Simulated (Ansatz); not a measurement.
Reading a calculation: CaF₂ (fluorite structure)

**What was measured.** A measured cell of cubic CaF2 (space group Fm-3m) at 100 K, from the Crystallography Open Database (2020, doi:10.1039/d0sc05526c), has a = 5.451 Å and 13.50 Å³/atom.

Level of theory: DFT, PBEsol, scalar-relativistic, no spin polarisation; plane waves to 420 eV with PAW datasets (Ansatz 0.2.0), Γ-centred 10×10×10 mesh, 0.05 eV Gaussian smearing; PAW files: Ansatz's generated set soft_2.

The start was a prototype's sites filled with these elements; the Crystallography Open Database holds the compound in this structure.

The relaxed structure (symmetry read at 0.01 Å). It takes space group Fm-3m (No. 225, cubic). The conventional cell has a = 5.420 Å, b = 5.420 Å, c = 5.420 Å, α = 90.00°, β = 90.00°, γ = 90.00°. Ca (site symmetry m-3m) has 8 F at 2.35 Å as nearest neighbours. Around F (site symmetry -43m) lie 4 Ca at 2.35 Å. (Neighbours are counted to 15 % beyond the shortest distance.)

Results at this level of theory:

* Volume: 13.27 Å³/atom
* Band gap: 7.25 eV
* Smallest direct gap: 7.51 eV
* Formation energy from the elements (0 K, uncorrected): -3.96 eV/atom
* Bulk modulus (Birch–Murnaghan): 86 GPa
* Pressure derivative B0′: 4.3
* Shear modulus (Hill): 42 GPa
* Young's modulus: 108 GPa
* Poisson's ratio: 0.29
* Elastically stable: yes

Should it be a metal or an insulator?

Formal charges Ca²⁺, F⁻ balance and leave closed shells on every ion, so a band insulator is expected, and the gap is 7.25 eV.

It is indirect: 7.25 eV, against 7.51 eV for the smallest direct gap. Within 0.6 eV of the edges the projected states are 99 % F 2p at the top of the valence band and 77 % Ca 4s at the bottom of the conduction band. The lowest excitation takes an electron from F back to Ca, as in ionic insulators.

Shannon's ionic radii give a check on the bond lengths: Ca²⁺ with 8 neighbours 1.12 Å + F⁻ 1.31 Å = 2.43 Å against a computed mean of 2.35 Å. The largest miss is -3 %; bonds shorter than the sum are usual where the bond is partly covalent, as with large, soft anions.

How stiff is it, in energy terms?

B0·V0 = 86.3 GPa × 13.27 Å³ = 7.15 eV/atom sets the scale: near the minimum ΔE ≈ ½ B0 V0 x², with x = V/V0 − 1, and a pressure of 0.9 GPa squeezes the volume by about 1 %. At the ends of the curve: x = −4.0 % predicts 5.7 meV/atom and the run gives 6.2; x = +4.0 % predicts 5.7 meV/atom and the run gives 5.3. The curve is steeper than the parabola on the compressed side and flatter on the expanded side: the bulk modulus rises with pressure.

Which Debye temperature follows from the elastic moduli?

K = 86 GPa and G = 42 GPa (Hill). With a density of 3.256 g/cm³ (mean mass 26.0 u, 13.27 Å³/atom), K = 86.5 and G = 41.8 GPa from the unrounded constants, v_l = √((K + 4G/3)/ρ) = 6610 m/s and v_t = √(G/ρ) = 3580 m/s. The mean [(1/v_l³ + 2/v_t³)/3]^(−1/3) is 4000 m/s, and θ_D = (ħ/k_B)(6π²/V)^(1/3) v_m ≈ 500 K, with V the volume an atom.

**Comparison.** The computed cell (5.420 Å, 13.27 Å³/atom) differs from the database's by −1.7 % in volume, about −0.6 % in length. PBEsol was built to cure PBE's overestimate of volumes, and the static lattice lacks thermal expansion.

Kohn–Sham gaps of semilocal functionals lie under measured ones, often by a third or more.
